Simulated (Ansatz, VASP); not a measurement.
This is a calculation of CoO for VASP 6.6.1. Measurements of this composition are mostly on another form, of space group No. 225.

Contents of INCAR:

```
PREC = Accurate
ENCUT = 600
EDIFF = 1E-6
ISMEAR = -1
SIGMA = 0.05
LREAL = F
LASPH = T
NELM = 150
ALGO = Normal
ISIF = 3
LWAVE = F
LCHARG = F
ISPIN = 2
MAGMOM = 2 0
LORBIT = 11
LMAXMIX = 4
GGA = PS
IBRION = 2
NSW = 60
EDIFFG = -0.02
```

File KPOINTS:

```
regular mesh
0
Gamma
  8 8 7
```

Contents of POSCAR:

```
CoO
1.0
    2.8284500000      0.0000000000      0.0000000000
   -1.4142300000      2.4495100000      0.0000000000
    0.0000000000      0.0000000000      2.7217200000
Co O
1 1
Direct
    0.0000000000      0.0000000000      0.5000000000
    0.6666700000      0.3333300000      0.0000000000
```

Potentials or basis: VASP PAW PBE potentials, release 64 (Co, O).

The run is started by

```bash
$ cat potpaw_PBE.64/Co/POTCAR potpaw_PBE.64/O/POTCAR > POTCAR
$ mpirun -np 1 vasp_std > vasp.out
```

**Question.** Set up the same calculation for Ansatz 0.2.0. Potentials or basis there: Ansatz PAW, cutoff 420 eV.

**Answer.** As run (cutoffs and basis follow the program's own potentials, and thresholds, step limits or extra output files can differ):

Contents of input.yaml:

```yaml
crystal:
  lattice:
    - [2.82845, 0.0, 0.0]
    - [-1.41423, 2.44951, 0.0]
    - [0.0, 0.0, 2.72172]
  atoms:
    - { symbol: Co, position: [0.0, 0.0, 0.5], spin: 2.0 }
    - { symbol: O, position: [0.66667, 0.33333, 0.0] }
hamiltonian:
  xc: pbesol
  pseudopotentials: { kind: paw }
magnetization:
  spin_polarized: true
kpoints:
  mp_grid: { grid: [8, 8, 7] }
scf:
  occupations: { method: fermi_dirac, width: 0.05 }
output:
  forces: true
  stress: true
  eigenvalues: true
relax:
  f_tol: 0.01
  max_steps: 40
  cell: { stress_tol: 0.05 }
```

Potentials or basis: Ansatz PAW.

Command:

```bash
$ ansatz run input.yaml --threads 2 --pin off --max-ram 5632MiB --backend cpu --events-out ev --progress --plain --runs-dir out
```

Both were run:

|  | VASP | Ansatz |
| --- | --- | --- |
| Relaxed volume | 8.93 Å³/atom | 8.96 Å³/atom |
| Relaxed cell | a = 2.772 Å, b = 2.772 Å, c = 2.684 Å, α = 90.00°, β = 90.00°, γ = 120.00° | a = 2.773 Å, b = 2.773 Å, c = 2.690 Å, α = 90.00°, β = 90.00°, γ = 120.00° |
| Space group after relaxing | P-6m2 (No. 187) | P-6m2 (No. 187) |
| Pressure after relaxing | 0.2 GPa | 0.0 GPa |
| Net moment | 3.00 μB per cell | 3.00 μB per cell |

Ansatz's pressure holds a Pulay term of +0.83 GPa for its cutoff of 420 eV, which the other run lacks.

The potentials hold 15 and 23 valence electrons a cell.

VASP's potentials were made for PBE. Ansatz's potentials were made for PBE.

Where Ansatz's input types no cutoff or centring, it takes its own default and a Γ-centred mesh.

The magnetic state is the one that the start led to; the real crystal's order can differ.

Pressure is positive in compression.
